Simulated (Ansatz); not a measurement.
Crystal: TiO2.

```
Ti O
1.0
     4.54535    0.00000    0.00000
     0.00000    5.51962    0.00000
     0.00000    0.00000    4.90920
Ti O
4 8
Cartesian
  0.0000 0.9548 3.6819
  2.2727 1.8050 1.2273
  0.0000 4.5648 1.2273
  2.2727 3.7147 3.6819
  1.2338 2.1070 4.5098
  3.5065 0.6528 0.3994
  1.0388 0.6528 2.0552
  3.3115 2.1070 2.8540
  1.2338 3.4126 2.0552
  3.5065 4.8668 2.8540
  1.0388 4.8668 4.5098
  3.3115 3.4126 0.3994
```

Measurements of this composition are mostly on another form, of space group No. 141.

```yaml
Program: Ansatz 0.2.0
Task: relaxation of cell and atoms
Functional: PBEsol
Potentials_or_basis: Ansatz PAW
Cutoff: "420 eV (not typed: the program's choice for these potentials)"
k_mesh: 6 × 5 × 6
Occupations: fermi-dirac, width 0.05 eV
Spin: no spin polarisation
Hubbard_terms: Ti d U = 6 eV
```

At the start: volume 10.26 Å³/atom.

Question: Where does the relaxation end?

Answer: It ends after 9 steps and the volume is 10.36 Å³/atom (+0.9 %); space group Pbcn (No. 60, to 0.05 Å).

The path:
```csv
step,energy change (eV),largest force (eV/Å),volume (Å³)
1,0.0000,0.3707,123.16
2,-0.0249,0.3465,123.96
3,-0.0435,0.2406,124.37
4,-0.0556,0.1281,124.29
5,-0.0610,0.0298,124.13
6,-0.0609,0.0011,124.22
7,-0.0669,0.0009,124.22
8,-0.0667,0.0002,124.26
9,-0.0668,0.0002,124.26
```

Final structure:
```cif
data_structure
_symmetry_space_group_name_H-M 'P 1'
_symmetry_Int_Tables_number 1
_cell_length_a 4.5563
_cell_length_b 5.4976
_cell_length_c 4.9608
_cell_angle_alpha 90.000
_cell_angle_beta 90.000
_cell_angle_gamma 90.000
_cell_volume 124.26
loop_
_atom_site_label
_atom_site_type_symbol
_atom_site_fract_x
_atom_site_fract_y
_atom_site_fract_z
_atom_site_occupancy
Ti1 Ti 0.00000 0.16604 0.75000 1
Ti2 Ti 0.50000 0.33396 0.25000 1
Ti3 Ti 0.00000 0.83396 0.25000 1
Ti4 Ti 0.50000 0.66604 0.75000 1
O1 O 0.27305 0.38495 0.91922 1
O2 O 0.77305 0.11505 0.08078 1
O3 O 0.22695 0.11505 0.41922 1
O4 O 0.72695 0.38495 0.58078 1
O5 O 0.27305 0.61505 0.41922 1
O6 O 0.77305 0.88495 0.58078 1
O7 O 0.22695 0.88495 0.91922 1
O8 O 0.72695 0.61505 0.08078 1
```

Caveat: the plane-wave basis is chosen anew once the cell has moved, so the energies of steps on either side of that aren't comparable; the pressure holds a Pulay correction of +0.8 GPa for the finite cutoff; the PAW data sets come from PBE, with cores solved anew for the run's functional, which leaves a small shift of forces and pressure.
